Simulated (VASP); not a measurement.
# ZrH3 (Pm-3m) in VASP: a series of runs, part 2 of 3

VASP 6.6.1. Earlier steps stand in the parts before.

### Step 3. Single point, r2SCAN

This run uses another cell than the first one, of 8.02 Å³/atom, 1.024 times its volume.

File POSCAR:

```
ZrH3
1.0
    3.1772550114      0.0000000000      0.0000000000
    0.0000000000      3.1772550114      0.0000000000
    0.0000000000      0.0000000000      3.1772550114
Zr H
1 3
Direct
    0.0000000000      0.0000000000      0.0000000000
    0.0000000000      0.5000000000      0.5000000000
    0.5000000000      0.0000000000      0.5000000000
    0.5000000000      0.5000000000      0.0000000000
```

File INCAR.step1:

```
PREC = Accurate ; ENCUT = 520
ISMEAR = 1 ; SIGMA = 0.1
LREAL = False ; LASPH = True
NELM = 80 ; NBANDS = 16
GGA = PE ; ALGO = Normal
EDIFF = 1E-4 ; LWAVE = True
LCHARG = False
```

File INCAR.step2:

```
PREC = Accurate ; ENCUT = 520
EDIFF = 1E-6 ; ISMEAR = 1
SIGMA = 0.1 ; LREAL = False
LASPH = True ; NELM = 80
ALGO = Normal ; ISIF = 2
LWAVE = False ; LCHARG = False
METAGGA = R2SCAN ; LMIXTAU = True
NBANDS = 16 ; ISTART = 1
```

File KPOINTS:

```
Automatic mesh
0
Gamma
  7 7 7
```

Potentials or basis: VASP PAW PBE potentials, release 64 (Zr_sv, H).

Command:

```console
$ cat potpaw_PBE.64/Zr_sv/POTCAR potpaw_PBE.64/H/POTCAR > POTCAR
$ cp INCAR.step1 INCAR
$ mpirun -np 1 vasp_std > vasp.out
$ cp INCAR.step2 INCAR
$ mpirun -np 1 vasp_std > vasp.out
```

OUTCAR:

```text
PREC = Accurate
   ENCUT = 520
   EDIFF = 1E-6
   ISMEAR = 1
   LREAL = False
   LASPH = True
   NELM = 80
   ISIF = 2
   METAGGA = R2SCAN
   ISTART = 1

 ion  position               nearest neighbor table
   1  0.000  0.000  0.000-   2 2.25   3 2.25   4 2.25   2 2.25   3 2.25   2 2.25   4 2.25   2 2.25
                             3 2.25   4 2.25   3 2.25   4 2.25
   2  0.000  0.500  0.500-   1 2.25   1 2.25   1 2.25   1 2.25
   3  0.500  0.000  0.500-   1 2.25   1 2.25   1 2.25   1 2.25
   4  0.500  0.500  0.000-   1 2.25   1 2.25   1 2.25   1 2.25

  LATTYP: Found a simple cubic cell.
 ALAT       =     3.1772550114

  Lattice vectors:

 A1 = (   3.1772550114,   0.0000000000,   0.0000000000)
 A2 = (   0.0000000000,   3.1772550114,   0.0000000000)
 A3 = (   0.0000000000,   0.0000000000,   3.1772550114)

Analysis of symmetry for initial positions (statically):
=====================================================================
 Subroutine PRICEL returns:
 Original cell was already a primitive cell.

 Routine SETGRP: Setting up the symmetry group for a
 simple cubic supercell.

 Subroutine GETGRP returns: Found 48 space group operations
 (whereof 48 operations were pure point group operations)
 out of a pool of 48 trial point group operations.

The static configuration has the point symmetry O_h .

Analysis of symmetry for dynamics (positions and initial velocities):
=====================================================================
 Subroutine PRICEL returns:
 Original cell was already a primitive cell.

 Routine SETGRP: Setting up the symmetry group for a
 simple cubic supercell.

 Subroutine GETGRP returns: Found 48 space group operations
 (whereof 48 operations were pure point group operations)
 out of a pool of 48 trial point group operations.

The dynamic configuration has the point symmetry O_h .

[... 116 lines left out ...]
     AMIX     =   0.40;   BMIX     =  1.00
     AMIX_MAG =   1.60;   BMIX_MAG =  1.00
  volume/ion in A,a.u.               =       8.02        54.11
  Fermi-wavevector in a.u.,A,eV,Ry     =   1.270730  2.401331 21.970061  1.614754
  Thomas-Fermi vector in A             =   2.403701
   LORBIT       =      0    0 simple, 1 ext, 2 COOP (PROOUT), +10 PAW based schemes
   METAGGA = R2SCAN    functional components
   LHFCALC =     F    Hartree Fock is set to
   AEXX    =    0.0000 exact exchange contribution
   IVDW    =     0    specifies the selected vdW correction
   LEPSILON=     F    determine dielectric tensor
   LRPA    =     F    only Hartree local field effects (RPA)
 non-spin polarized calculation
 Methfessel and Paxton  Order N= 1 SIGMA  =   0.10
  energy-cutoff  :      520.00
  volume of cell :       32.07
 maximum number of plane-waves:       882
 NGX is ok and might be reduce to    24
   NGX = 11   NGY = 11   NGZ = 11

 number of electron      14.9999998 magnetization

 Free energy of the ion-electron system (eV)
  ---------------------------------------------------
  ext. energy  EPLUGINS =         0.00000000
  ---------------------------------------------------
  free energy    TOTEN  =       -34.40850310 eV

  energy without entropy =      -34.40793124  energy(sigma->0) =      -34.40831248

 E-fermi :   7.4451     XC(G=0): -11.6183

 val. band max:        7.2658184700   @ k =   0.2857   0.2857   0.0000
 cond. band min:       7.4933244232   @ k =   0.2857   0.2857   0.1429
 fundamental gap:      0.2275059532
 Fermi energy:         7.4451420483

 k-point     1 :       0.0000    0.0000    0.0000
  band No.  band energies     occupation
      1     -43.8284      2.00000
      2     -20.8601      2.00000
      3     -20.8601      2.00000
      4     -20.8601      2.00000
      5      -3.0145      2.00000
      6       3.0348      2.00000
[... 357 lines left out ...]
      3     -21.2944      2.00000
      4     -21.2944      2.00000
      5       1.3114      2.00000
      6       1.6442      2.00000
[... 8 lines left out ...]
     15      16.0723      0.00000
     16      16.5821      0.00000

------------------------ aborting loop because EDIFF is reached ----------------------------------------

  FORCE on cell =-STRESS in cart. coord.  units (eV):
  Direction    XX          YY          ZZ          XY          YZ          ZX
  --------------------------------------------------------------------------------------
  -------------------------------------------------------------------------------------
  Total       -1.4922838     -1.4922838     -1.4922838      0.0000000      0.0000000     -0.0000000
  in kB      -74.5428152    -74.5428152    -74.5428152      0.0000000      0.0000000     -0.0000000
  external PRESSURE =     -74.5428152 kB  Pullay stress =       0.0000000 kB

 VOLUME and BASIS-vectors are now :
 -----------------------------------------------------------------------------
  energy-cutoff  :      520.00
  volume of cell :       32.07
      direct lattice vectors                 reciprocal lattice vectors
     3.177255011  0.000000000  0.000000000     0.314737091  0.000000000  0.000000000
     0.000000000  3.177255011  0.000000000     0.000000000  0.314737091  0.000000000
     0.000000000  0.000000000  3.177255011     0.000000000  0.000000000  0.314737091

 POSITION                                       TOTAL-FORCE (eV/Angst)
 -----------------------------------------------------------------------------------
      0.00000      0.00000      0.00000         0.000000      0.000000      0.000000
      0.00000      1.58863      1.58863         0.000000      0.000000      0.000000
      1.58863      0.00000      1.58863         0.000000      0.000000      0.000000
      1.58863      1.58863      0.00000         0.000000      0.000000      0.000000
 -----------------------------------------------------------------------------------
    total drift:                                0.000000      0.000000      0.000000

  FREE ENERGIE OF THE ION-ELECTRON SYSTEM (eV)
  ---------------------------------------------------
  free  energy   TOTEN  =       -34.4085030963 eV

  energy  without entropy=      -34.4079312364  energy(sigma->0) =      -34.40831248
```

OUTCAR.step1:

```text
PREC = Accurate
   ENCUT = 520
   ISMEAR = 1
   LREAL = False
   LASPH = True
[... 603 lines left out ...]
      0.00000      0.00000      0.00000         0.000000      0.000000      0.000000
      0.00000      1.58863      1.58863         0.000000      0.000000      0.000000
      1.58863      0.00000      1.58863         0.000000      0.000000      0.000000
      1.58863      1.58863      0.00000         0.000000      0.000000      0.000000
 -----------------------------------------------------------------------------------
    total drift:                                0.000000      0.000000      0.000000

  FREE ENERGIE OF THE ION-ELECTRON SYSTEM (eV)
  ---------------------------------------------------
  free  energy   TOTEN  =       -19.7646657037 eV

  energy  without entropy=      -19.7641852575  energy(sigma->0) =      -19.76450555
```

Run time: 51 s. Hardware: 1 thread of Intel Xeon Platinum 8375C at 2.90GHz (Ice Lake), shared host; peak memory 0.14 GiB.

Results:

```yaml
Free_energy: -34.4085 eV
Pressure: -7.5 GPa
Band_gap_on_the_k_mesh: none (metal or under the smearing width)
```

Caveat: the PAW data sets were made with another functional, which shifts forces and pressure a little.

### Step 4. Single point, r2SCAN

This run uses another cell than the first one, of 6.87 Å³/atom, 0.878 times its volume.

File POSCAR:

```
ZrH3
1.0
    3.0181198163      0.0000000000      0.0000000000
    0.0000000000      3.0181198163      0.0000000000
    0.0000000000      0.0000000000      3.0181198163
Zr H
1 3
Direct
    0.0000000000      0.0000000000      0.0000000000
    0.0000000000      0.5000000000      0.5000000000
    0.5000000000      0.0000000000      0.5000000000
    0.5000000000      0.5000000000      0.0000000000
```

File INCAR.step1:

```
  ALGO = Normal
  EDIFF = 1E-4
  ENCUT = 520
  GGA = PE
  ISMEAR = 1
  LASPH = True
  LCHARG = False
  LREAL = False
  LWAVE = True
  NBANDS = 16
  NELM = 60
  PREC = Accurate
  SIGMA = 0.1
```

File INCAR.step2:

```
  ALGO = Normal
  EDIFF = 1E-6
  ENCUT = 520
  ISIF = 2
  ISMEAR = 1
  ISTART = 1
  LASPH = True
  LCHARG = False
  LMIXTAU = True
  LREAL = False
  LWAVE = False
  METAGGA = R2SCAN
  NBANDS = 16
  NELM = 60
  PREC = Accurate
  SIGMA = 0.1
```

File KPOINTS:

```
k-points
0
Gamma
  7 7 7
```

Command:

```console
$ cat potpaw_PBE.64/Zr_sv/POTCAR potpaw_PBE.64/H/POTCAR > POTCAR
$ cp INCAR.step1 INCAR
$ mpirun -np 1 vasp_std > vasp.out
$ cp INCAR.step2 INCAR
$ mpirun -np 1 vasp_std > vasp.out
```

It took 41 s on 1 thread of Intel Xeon Platinum 8375C at 2.90GHz (Ice Lake), shared host; peak memory 0.14 GiB.

It converged, with:

```yaml
Free_energy: -34.3329 eV
Pressure: 15.0 GPa
Band_gap_on_the_k_mesh: none (metal or under the smearing width)
```

Levels at points of the mesh, in eV from the Fermi level:
```tsv
k point	band 4	band 5	band 6	band 7	band 8	band 9	band 10	band 11
(0.00, 0.00, 0.00)	-27.88	-11.41	-5.07	-5.07	4.47	4.47	4.47	6.45
```

Caveat: so large a pressure means that the cell lies far from this level's equilibrium, or that cutoff or potentials fall short; the potentials were made for another functional, which shifts forces and pressure.

[end of part 2 of 3]
